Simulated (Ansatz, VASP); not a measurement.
AlN: VASP beside Ansatz

```xyz
4
Lattice="3.1299 0.0000 -0.2347 -1.5649 2.7106 0.1174 -0.3763 0.0000 5.2176" Properties=species:S:1:pos:R:3 pbc="T T T"
Al    0.0231    1.8037    0.0287
Al    1.4000    0.9068    2.5202
N    -0.1680    1.8248    1.9801
N     1.2088    0.8858    4.4715
```

Change from the starting cell: engineering shear strain xz -0.1500, normal strain along z +0.0400.

Alike in both runs: functional PBE; k mesh 9 × 9 × 6; occupations gaussian, width 0.05 eV; no spin polarisation.

Ansatz relaxed the structure, and its values are those at the end. VASP's run is a single point on that final structure, the one shown.

|  | VASP | Ansatz |
| --- | --- | --- |
| version | VASP 6.6.1 | Ansatz 0.2.0 |
| potentials or method | VASP PAW PBE potentials, release 64 (Al, N) | scalar-relativistic, plane waves, PAW |
| plane-wave cutoff (eV) | 520 | 520 |
| valence electrons in the cell | 16 | 16 |

```csv
,VASP,Ansatz,Ansatz less VASP
gap on the k mesh at the Fermi level (eV),3.25,3.25,-0.004
least direct gap on the mesh (eV),3.25,3.25,-0.004
pressure (GPa),-6.6,-6.4,+0.18
rms of the force components (eV/Å),0.005,0.005,0.0000
```

With one functional, cell and mesh, what is left measures potentials, basis and numerics. Ansatz warned: «stress_scf_threshold_loose».
